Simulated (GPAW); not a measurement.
# InP (F-43m) in GPAW: notebook, part 2 of 3

GPAW 26.7.0. Earlier steps stand in the parts before.

## (3) Dielectric tensor, PBE

Contents of run.py:

```python
import numpy as np
import spglib
from ase import Atoms
from ase.dft.bandgap import bandgap
from ase.io import read, write
from gpaw import GPAW, PW
from gpaw.response.df import DielectricFunction

atoms = read('InP.cif')
cell, positions, numbers = spglib.find_primitive(
    (atoms.cell[:], atoms.get_scaled_positions(), atoms.numbers), symprec=1e-4)
atoms = Atoms(numbers, cell=cell, scaled_positions=positions, pbc=True)

calc = GPAW(mode=PW(450),
            xc='PBE',
            kpts={'size': (6, 6, 6), 'gamma': True},
            occupations={'name': 'fermi-dirac', 'width': 0.001},
            nbands=18,
            convergence={'density': 1e-06},
            maxiter=150,
            txt='gpaw.txt')
atoms.calc = calc
energy = atoms.get_potential_energy()
calc.write('gs.gpw')
write('result.traj', atoms)
print(f'Energy: {energy:.6f} eV')
print('Fermi level:', round(calc.get_fermi_level(), 4), 'eV')
print(f'Gap: {bandgap(calc)[0]:.4f} eV, direct: {bandgap(calc, direct=True)[0]:.4f} eV')

for size in [(14, 14, 14), (20, 20, 20)]:
    name = 'x'.join(str(n) for n in size)
    dense = calc.fixed_density(kpts={'size': size, 'gamma': True},
                               nbands=31, convergence={'bands': 25},
                               update_fermi_level=True, txt=f'dense-{name}.txt')
    dense.write(f'{name}.gpw', mode='all')
    df = DielectricFunction(f'{name}.gpw', frequencies=np.array([0.0]), hilbert=False, eta=0.001,
                            ecut=80, nbands=25, intraband=False, txt=f'df-{name}.txt')
    for xc in ['RPA', 'LR0.2', 'ALDA']:
        for direction in ['x', 'y', 'z', [0, 1, 1], [1, 0, 1], [1, 1, 0]]:
            e0, e = df.get_macroscopic_dielectric_constant(xc=xc, direction=direction)
            print(f'{name} {xc} {direction}: {e0:.4f} without, {e:.4f} with local fields')
```

Contents of InP.cif:

```cif
data_InP
_cell_length_a 5.86100000
_cell_length_b 5.86100000
_cell_length_c 5.86100000
_cell_angle_alpha 90.00000000
_cell_angle_beta 90.00000000
_cell_angle_gamma 90.00000000
_space_group_name_H-M_alt 'F-43m'
_space_group_name_Hall 'F -4 2 3'
_space_group_IT_number 216
loop_
_space_group_symop_operation_xyz
'x,y,z'
'y,-x,-z'
'-x,-y,z'
'-y,x,-z'
'x,-y,-z'
'y,x,z'
'-x,y,-z'
'-y,-x,z'
'z,x,y'
'-z,y,-x'
'z,-x,-y'
'-z,-y,x'
'-z,x,-y'
'z,y,x'
'-z,-x,y'
'z,-y,-x'
'y,z,x'
'-x,-z,y'
'-y,z,-x'
'x,-z,-y'
'-y,-z,x'
'x,z,y'
'y,-z,-x'
'-x,z,-y'
'x,y+1/2,z+1/2'
'y,-x+1/2,-z+1/2'
'-x,-y+1/2,z+1/2'
'-y,x+1/2,-z+1/2'
'x,-y+1/2,-z+1/2'
'y,x+1/2,z+1/2'
'-x,y+1/2,-z+1/2'
'-y,-x+1/2,z+1/2'
'z,x+1/2,y+1/2'
'-z,y+1/2,-x+1/2'
'z,-x+1/2,-y+1/2'
'-z,-y+1/2,x+1/2'
'-z,x+1/2,-y+1/2'
'z,y+1/2,x+1/2'
'-z,-x+1/2,y+1/2'
'z,-y+1/2,-x+1/2'
'y,z+1/2,x+1/2'
'-x,-z+1/2,y+1/2'
'-y,z+1/2,-x+1/2'
'x,-z+1/2,-y+1/2'
'-y,-z+1/2,x+1/2'
'x,z+1/2,y+1/2'
'y,-z+1/2,-x+1/2'
'-x,z+1/2,-y+1/2'
'x+1/2,y,z+1/2'
'y+1/2,-x,-z+1/2'
'-x+1/2,-y,z+1/2'
'-y+1/2,x,-z+1/2'
'x+1/2,-y,-z+1/2'
'y+1/2,x,z+1/2'
'-x+1/2,y,-z+1/2'
'-y+1/2,-x,z+1/2'
'z+1/2,x,y+1/2'
'-z+1/2,y,-x+1/2'
'z+1/2,-x,-y+1/2'
'-z+1/2,-y,x+1/2'
'-z+1/2,x,-y+1/2'
'z+1/2,y,x+1/2'
'-z+1/2,-x,y+1/2'
'z+1/2,-y,-x+1/2'
'y+1/2,z,x+1/2'
'-x+1/2,-z,y+1/2'
'-y+1/2,z,-x+1/2'
'x+1/2,-z,-y+1/2'
'-y+1/2,-z,x+1/2'
'x+1/2,z,y+1/2'
'y+1/2,-z,-x+1/2'
'-x+1/2,z,-y+1/2'
'x+1/2,y+1/2,z'
'y+1/2,-x+1/2,-z'
'-x+1/2,-y+1/2,z'
'-y+1/2,x+1/2,-z'
'x+1/2,-y+1/2,-z'
'y+1/2,x+1/2,z'
'-x+1/2,y+1/2,-z'
'-y+1/2,-x+1/2,z'
'z+1/2,x+1/2,y'
'-z+1/2,y+1/2,-x'
'z+1/2,-x+1/2,-y'
'-z+1/2,-y+1/2,x'
'-z+1/2,x+1/2,-y'
'z+1/2,y+1/2,x'
'-z+1/2,-x+1/2,y'
'z+1/2,-y+1/2,-x'
'y+1/2,z+1/2,x'
'-x+1/2,-z+1/2,y'
'-y+1/2,z+1/2,-x'
'x+1/2,-z+1/2,-y'
'-y+1/2,-z+1/2,x'
'x+1/2,z+1/2,y'
'y+1/2,-z+1/2,-x'
'-x+1/2,z+1/2,-y'
loop_
_atom_site_label
_atom_site_type_symbol
_atom_site_symmetry_multiplicity
_atom_site_Wyckoff_symbol
_atom_site_fract_x
_atom_site_fract_y
_atom_site_fract_z
_atom_site_occupancy
In1 In 4 a 0.0000000000 0.0000000000 0.0000000000 1
P1 P 4 c 0.2500000000 0.2500000000 0.2500000000 1
```

Potentials or basis: GPAW PAW data sets (gpaw-data 1.2.1), pw.

The run is started by

```
OMP_NUM_THREADS=1 python run.py
```

gpaw.txt:

```text
__  _  _
 | _ |_)|_||  |
 |__||  | ||/\| - 26.7.0

Input parameters:
  mode=PW(ecut=450.00000000000006),
  convergence={'density': 1e-06},
  kpts=MonkhorstPack(size=(6, 6, 6), gamma=True),
  maxiter=150,
  nbands=18,
  occupations=Occupations(name='fermi-dirac', width=0.001),
  xc=XC(name='PBE')

Diagonalizing LCAO Hamiltonian
Converting LCAO to pw mode

           P

       In

Atoms  # Å, Bohr magnetons
|   | symbol |        x |        y |        z |    initial magnetic moments |
|---|--------|----------|----------|----------|-----------------------------|
| 0 |     In | 0.000000 | 0.000000 | 0.000000 | ( 0.0000,  0.0000,  0.0000) |
| 1 |      P | 1.465250 | 1.465250 | 1.465250 | ( 0.0000,  0.0000,  0.0000) |

Unit cell  # Å
| periodic |        x |        y |        z |  lengths |    angles |
|----------|----------|----------|----------|----------|-----------|
|      yes | 0.000000 | 2.930500 | 2.930500 | 4.144353 | 60.000000 |
|      yes | 2.930500 | 0.000000 | 2.930500 | 4.144353 | 60.000000 |
|      yes | 2.930500 | 2.930500 | 0.000000 | 4.144353 | 60.000000 |

Number of symmetries: 24
Symmetry operations  # r_c * U_cc + t_c -> r_c
|    | kind |            matrix            |
|----|------|------------------------------|
|  0 |  E   |  1, 0, 0,  0, 1, 0,  0, 0, 1 |
|  1 |  σ   |  1, 0, 0,  0, 0, 1,  0, 1, 0 |
|  2 |  σ   |  1, 0,-1,  0, 1,-1,  0, 0,-1 |
|  3 |  C3  |  1, 0,-1,  0, 0,-1,  0, 1,-1 |
|  4 |  C3  |  1,-1, 0,  0,-1, 1,  0,-1, 0 |
|  5 |  σ   |  1,-1, 0,  0,-1, 0,  0,-1, 1 |
|  6 |  σ   |  0, 1, 0,  1, 0, 0,  0, 0, 1 |
|  7 |  C3  |  0, 1, 0,  0, 0, 1,  1, 0, 0 |
[... 123 lines left out ...]
  Backstep threshold: 4.0
  History deletion threshold: 6.0
  Fourier metric: weight=20.0, sigma=0.015

occupation numbers:
  Fermi-Dirac:
    width: 0.0010  # eV

poisson solver:
  ecut: 3600.0000000000005  # eV

xc functional:
  name: PBE with 2 nearest neighbor stencil

convergence criteria:
- Maximum integral of absolute [dens]ity change: 1e-06 electrons / valence electron
- Maximum [total energy] change in last 3 cyles: 0.0005 eV / valence electron
- Maximum integral of absolute [eigenst]ate change: 4e-08 eV^2 / valence electron
maximum number of iterations: 150

SCF iterations
|iter     | |      energy | eigst |  dens |
|---------|-|-------------|-------|-------|
|iter:   1| |   -8.910733 | -0.42 |       |
|iter:   2| |   -8.832830 | -2.35 | -1.11 |
|iter:   3| |   -8.547209 | -1.79 | -1.15 |
|iter:   4| |   -8.547084 | -3.28 | -1.75 |
|iter:   5| |   -8.547141c| -4.04 | -2.25 |
|iter:   6| |   -8.547180c| -5.43 | -3.06 |
|iter:   7| |   -8.547185c| -6.52 | -3.56 |
|iter:   8| |   -8.547185c| -7.96c| -4.63 |
|iter:   9| |   -8.547185c| -8.38c| -5.33 |
|iter:  10| |   -8.547185c| -9.05c| -5.91 |
|iter:  11| |   -8.547185c| -9.56c| -6.67c|

Converged in 11 steps
Energy contributions relative to reference atoms: (reference = -169278.333319)

Energy contributions:
  Kinetic:          22.935766
  Coulomb:         -21.008518
  Zero:              0.200238
  External:          0.000000
  Xc:              -10.674671
  Entropy:          -0.000000
  Spinorbit:         0.000000
  ----------------------------
  Free energy:      -8.547185
  Extrapolated:     -8.547185

dipole moment: (-22.455270, -22.455270, -22.455270)  # |e|*Ang

Fermi level: 4.951
Eigenvalues  # (at kpt = [0.000, 0.000, 0.000])
| band index |      eig [eV] | occ [0-2] |
|------------|---------------|-----------|
|          0 |        -9.177 |     2.000 |
|          1 |        -9.177 |     2.000 |
|          2 |        -9.177 |     2.000 |
|          3 |        -9.022 |     2.000 |
|          4 |        -9.022 |     2.000 |
|          5 |        -6.599 |     2.000 |
[... 10 lines left out ...]
|         16 |        16.135 |     0.000 |
|         17 |        16.135 |     0.000 |

Gap: 0.706 eV
Transition (v -> c):
  (s=0, k=0, n=8, [0.00, 0.00, 0.00]) -> (s=0, k=0, n=9, [0.00, 0.00, 0.00])
No difference between direct/indirect transitions
# Writing to gs.gpw (mode='')
```

stdout:

```text
Energy: -8.547185 eV
Fermi level: 4.9512 eV
Gap: 0.7061 eV, direct: 0.7061 eV
14x14x14 RPA x: 11.8002 without, 10.6319 with local fields
14x14x14 RPA y: 11.8002 without, 10.6319 with local fields
[... 23 lines left out ...]
20x20x20 LR0.2 y: 11.4313 without, 11.8814 with local fields
20x20x20 LR0.2 z: 11.4313 without, 11.8814 with local fields
20x20x20 LR0.2 [0, 1, 1]: 11.4313 without, 11.8814 with local fields
20x20x20 LR0.2 [1, 0, 1]: 11.4313 without, 11.8814 with local fields
20x20x20 LR0.2 [1, 1, 0]: 11.4313 without, 11.8814 with local fields
20x20x20 ALDA x: 11.4313 without, 10.7904 with local fields
20x20x20 ALDA y: 11.4313 without, 10.7904 with local fields
20x20x20 ALDA z: 11.4313 without, 10.7904 with local fields
20x20x20 ALDA [0, 1, 1]: 11.4313 without, 10.7904 with local fields
20x20x20 ALDA [1, 0, 1]: 11.4313 without, 10.7904 with local fields
20x20x20 ALDA [1, 1, 0]: 11.4313 without, 10.7904 with local fields
```

Wall time 4.7 min (1 thread of Arm Neoverse V1, shared host); peak memory 1.1 GiB.

Results:

- Free energy: -8.5472 eV
- Band gap on the k mesh: 0.71 eV, direct
- Electronic dielectric tensor (diagonal): 10.26

Electronic dielectric tensor:
```
10.26  0.00  0.00
 0.00 10.26  0.00
 0.00  0.00 10.26
```

Caveat: the long-wavelength limit can be off by a per cent or two; spin-orbit coupling is left out, which moves the levels of the heavy elements.

(Continued in part 3 of 3.)
